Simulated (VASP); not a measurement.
HgTe (Coloradoite): relaxation of cell and atoms with PBE

The system is HgTe (Coloradoite).

```xyz
2
Lattice="0.0000 3.3264 3.3264 3.3264 0.0000 3.3264 3.3264 3.3264 0.0000" Properties=species:S:1:pos:R:3 pbc="T T T"
Hg    0.0000    0.0000    0.0000
Te    1.6632    1.6632    1.6632
```

* Program: VASP 6.6.1
* Task: relaxation of cell and atoms
* Functional: PBE
* Potentials or basis: VASP PAW PBE potentials, release 64 (Hg, Te)
* Cutoff: 600 eV
* k mesh: 10 × 10 × 10
* Occupations: gaussian, width 0.03 eV
* Spin: no spin polarisation
* Further INCAR settings: ALGO = Normal; EDIFF = 1e-07; IBRION = 2; EDIFFG = -0.005; NSW = 90; ISIF = 3

The relaxed volume is 36.85 Å³/atom, the relaxed cell is a = 4.706 Å, b = 4.706 Å, c = 4.706 Å, α = 60.00°, β = 60.00°, γ = 60.00° and the space group after relaxing (to 0.05 Å) is F-43m (No. 216). The energy gained by relaxing is 0.0 meV/atom. The ionic steps are 2. The pressure after relaxing is 0.0 GPa. The band gap on the k mesh is none (metal or under the smearing width).

Final structure:
```xyz
2
Lattice="0.0000 3.3276 3.3276 3.3276 0.0000 3.3276 3.3276 3.3276 0.0000" Properties=species:S:1:pos:R:3 pbc="T T T"
Hg    3.3276    6.6552    3.3276
Te    1.6638    1.6638    1.6638
```

Levels at points of the mesh, in eV from the Fermi level:
```
           k point  band 6  band 7  band 8  band 9  band 10  band 11  band 12  band 13
(0.00, 0.00, 0.00)   -6.46   -0.94   -0.01   -0.01    -0.01     4.37     4.37     4.37
(0.50, 0.00, 0.00)   -6.21   -4.95   -0.83   -0.83     0.69     5.10     5.10     6.79
(0.50, 0.50, 0.00)   -6.10   -4.98   -1.93   -1.93     1.90     2.70     7.91     8.49
```

It took 51 s on 1 thread of Intel(R) Xeon(R) Platinum 8488C (Sapphire Rapids), with other jobs on the host, peak memory 0.27 GiB.

The run has no spin-orbit coupling, so splittings on Hg, Te are missing.
